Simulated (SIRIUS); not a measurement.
Runs of SIRIUS 7.10.0 on CuO. Symmetry: P-6m2, No. 187, hexagonal system. Conventional cell: a = 2.836 Å, b = 2.836 Å, c = 2.768 Å, α = 90.00°, β = 90.00°, γ = 120.00°. Cu (site symmetry -6m2) is surrounded by 6 O at 2.14 Å. Around O (site symmetry -6m2) lie 6 Cu at 2.14 Å. Measurements of this composition are mostly on another form, of space group No. 15.

```csv
level,k mesh,gap on the mesh (eV),pressure (GPa)
LDA,9 × 9 × 8,none,-16.9
revPBE,9 × 9 × 8,none,(b)
PW91,9 × 9 × 8,none,-1.6
PBEsol,9 × 9 × 8,none,-9.8
PBE,9 × 9 × 8,none,-1.0
B86bPBE,9 × 9 × 8,none,0.4
BLYP,9 × 9 × 8,none,(c)
PBE,11 × 11 × 10,none,(a)
AM05,9 × 9 × 8,none,-9.7
RPBE,9 × 9 × 8,none,4.8
PBEint,9 × 9 × 8,none,-7.0
```

Alike in all rows: task single point; potentials or basis PseudoDojo 0.4.1 PBE standard (scalar relativistic); no spin polarisation; cell as given; cutoff (eV) 1254; smearing fermi-dirac 0.05 eV.

**Question.** Fill in the values left out.

**Answer.** (a) -0.8; (b) 3.2; (c) 6.6.

Caveats: an odd number of electrons without spin polarisation forces a metal; a magnetic or distorted state may lie lower; the run has no spin polarisation, though such a crystal can be magnetic; semilocal functionals often make such compounds metallic where correlation or magnetic order opens a gap, which also shifts bond lengths; the potentials were made for another functional, which shifts forces and pressure (some runs).

A k mesh can miss the band edges.

A gap of «none» marks a metal or a gap under the smearing width.

Not every run made on this cell is shown here.
